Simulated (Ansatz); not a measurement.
LiF (CsCl type), relaxed with r2SCAN in Ansatz 0.2.0: the symmetry is Pm-3m (No. 221, cubic); a = 2.516 Å in the conventional setting, 7.97 Å³ an atom. Around Li lie 8 F at 2.18 Å; around F lie 8 Li at 2.18 Å. The primitive cell holds 2 atoms in 15.93 Å³. Note: simulated data, non-magnetic, for a generated structure that need not be the stable one.

Computed values: PBE gives a gap of 7.93 eV and PBE0 (25 % exact exchange) 10.93 eV; one over PBE's mean ε∞ is 0.463. HSE06 (8×8×8) gives a least gap of 10.17 eV and a least direct gap of 10.93 eV. In PBE's bands the lowest conduction level rises by 0.065 eV from Γ to the point 0.1249 1/Å along Γ–X; the direct gap at Γ is 8.65 eV. r2SCAN's ε∞ is 2.06.

Problem. What is the density?

Solution. The cell holds 1 Li, 1 F: M = 1×6.940 + 1×18.998 = 25.94 u in V = 15.93 Å³. ρ = 1.66054 × M/V = 1.66054 × 25.94/15.93 = 2.704 g/cm³, for the static r2SCAN lattice.

Problem. Taking the gap as linear in the share of unscreened exchange, estimate the gap of the hybrid whose share is 1/ε∞.

Solution. The slope is (10.93 − 7.93)/0.25 = 12.00 eV per unit share, so E_g ≈ 7.93 + 12.00 × 0.463 = 13.49 eV. The run with that share gives 13.54 eV (8×8×8 mesh), +0.05 eV from the straight line.

Problem. At what wavelength does absorption set in by HSE06, excitons left aside?

Solution. λ = 1239.84 eV nm/E: 122 nm for the least gap, where it needs phonons and is weak, and 113 nm for direct transitions. That lies in the ultraviolet, so by this gap the crystal is transparent to visible light.

Problem. Estimate the electron mass at Γ from the rise of PBE's conduction level.

Solution. A parabola gives m*/mₑ = (ħ²/2mₑ) k²/ΔE = 3.810 × 0.1249²/0.065 = 0.914. The band flattens away from Γ; with E(1 + E/E_g) = ħ²k²/2m* the mass at the edge is 0.914/(1 + 0.065/8.65) = 0.908 (1/E_g is only a rough value for the bending). It is PBE's mass, and a gap that is too small makes it too light.

Problem. What refractive index and reflectivity at normal incidence follow, below the gap and above the phonons?

Solution. n = √2.06 = 1.435; R = ((n − 1)/(n + 1))² = (0.435/2.435)² = 3.2 % a face.

The meshes of the hybrids are coarse, so their gaps aren't converged to the digits shown.
